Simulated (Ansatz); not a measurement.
Level of theory: DFT PBE, scalar-relativistic, plane waves, PAW in Ansatz. The final run on the 12-atom cell used 420 eV, a Γ-centred 12×12×2 mesh, 0.02 eV smearing and no spin polarisation.

Formation energies are uncorrected and count from the elements' standard states at the same level.

Question: Suggest a trial structure for a hexagonal wide-gap insulator that holds Al and 1 more element, with a gap near 3.8 eV, a formation energy near −1.35 eV/atom and a density near 3.19 g/cm³, in a cell of 12 atoms. Its symmetry should be P6_3mc (No. 186).

Answer: AlN, space group P6_3mc (No. 186). Al on its first site has 4 N at 1.90–1.91 Å; Al on its second site has 4 N at 1.91 Å; Al on its third site has 4 N at 1.90–1.91 Å; N on its first site is surrounded by 4 Al at 1.90 Å; 2 more sites not described.

```
Al N
1.0
     3.11818    0.00000    0.00000
    -1.55909    2.70042    0.00000
     0.00000    0.00000   15.19836
Al N
6 6
Cartesian
  0.0000 0.0000 2.8518
  0.0000 0.0000 10.4510
  0.0000 1.8003 7.9115
  1.5591 0.9001 0.3123
  0.0000 1.8003 12.9702
  1.5591 0.9001 5.3711
  0.0000 0.0000 4.7538
  0.0000 0.0000 12.3530
  0.0000 1.8003 14.8831
  1.5591 0.9001 7.2839
  0.0000 1.8003 9.8238
  1.5591 0.9001 2.2246
```

The volume per atom is 10.66 Å³ and the density is 3.19 g/cm³. The energy over the elements is −1.354 eV/atom and the gap on the 12×12×2 mesh of the 12-atom cell is 3.80 eV.

It was reached by relaxing an invented guess, and it needn't be the stable form of this composition. The answer needn't be unique; the calculation gave this one.

Kohn–Sham gaps at this level usually fall short of measured ones. A later test with randomly moved atoms came back to the same energy, though modes that don't fit the test's cell weren't probed.
